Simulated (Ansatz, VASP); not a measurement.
Two plane-wave programs on PtS2

The input INCAR:

```
ALGO = Normal ; EDIFF = 1E-6
ENCUT = 520 ; GGA = PS
ISIF = 2 ; ISMEAR = 0
LASPH = T ; LCHARG = T
LELF = T ; LORBIT = 11
LREAL = F ; LVHAR = T
LWAVE = F ; NELM = 80
PREC = Accurate ; SIGMA = 0.02
```

File KPOINTS:

```
k-points
0
Gamma
  9 9 5
```

POSCAR

```
PtS2
1.0
    3.5432000000      0.0000000000      0.0000000000
   -1.7716000000      3.0685012107      0.0000000000
    0.0000000000      0.0000000000      5.0388000000
Pt S
1 2
Direct
    0.0000000000      0.0000000000      0.0000000000
    0.6666666667      0.3333333333      0.7730000000
    0.3333333333      0.6666666667      0.2270000000
```

File input.yaml:

```yaml
crystal:
  lattice:
    - [3.5432, 0.0, 0.0]
    - [-1.7716, 3.0685012107, 0.0]
    - [0.0, 0.0, 5.0388]
  atoms:
    - { symbol: Pt, position: [0.0, 0.0, 0.0] }
    - { symbol: S, position: [0.6666666667, 0.3333333333, 0.773] }
    - { symbol: S, position: [0.3333333333, 0.6666666667, 0.227] }
hamiltonian:
  xc: pbesol
  pseudopotentials: { kind: paw }
kpoints:
  mp_grid: { grid: [9, 9, 5] }
scf:
  occupations: { method: gaussian, width: 0.02 }
output:
  forces: true
  stress: true
  eigenvalues: true
```

Alike in both runs: functional PBEsol; k mesh 9 × 9 × 5; occupations gaussian, width 0.02 eV; no spin polarisation.

|  | VASP | Ansatz |
| --- | --- | --- |
| version | VASP 6.6.1 | Ansatz 0.2.0 |
| potentials or method | VASP PAW PBE potentials, release 64 (Pt, S) | Ansatz PAW |
| plane-wave cutoff (eV) | 520 | 420 |
| valence electrons in the cell | 22 | 30 |
| task | atomic charges | single point |

```tsv
	VASP	Ansatz	Ansatz less VASP
gap on the k mesh at the Fermi level (eV)	0.96	0.95	-0.016
least direct gap on the mesh (eV)	1.00	0.99	-0.010
pressure (GPa)	6.1	6.4	+0.29
largest component of the traceless stress (GPa)	0.40	0.54	+0.149
rms of the force components (eV/Å)	0.438	0.449	+0.0103
```

Atom by atom the forces differ by 0.010 eV/Å (rms over components). With one functional, cell and mesh, what is left measures potentials, basis and numerics. The two sets of potentials don't hold the same shells in valence.

Caveats: spin-orbit coupling is left out, which moves the levels of the heavy elements; the PAW data sets were made with another functional, which shifts forces and pressure a little (VASP); an odd mesh through Γ misses points on the zone boundary, where band edges often lie (VASP); odd divisions of the mesh miss points on the zone boundary, where band edges often lie, so the gap on the mesh can be too wide (Ansatz); the PAW data sets come from PBE, with cores solved anew for the run's functional, which leaves a small shift of forces and pressure (Ansatz). PBEsol gaps usually lie below the measured ones, often by a third to a half.
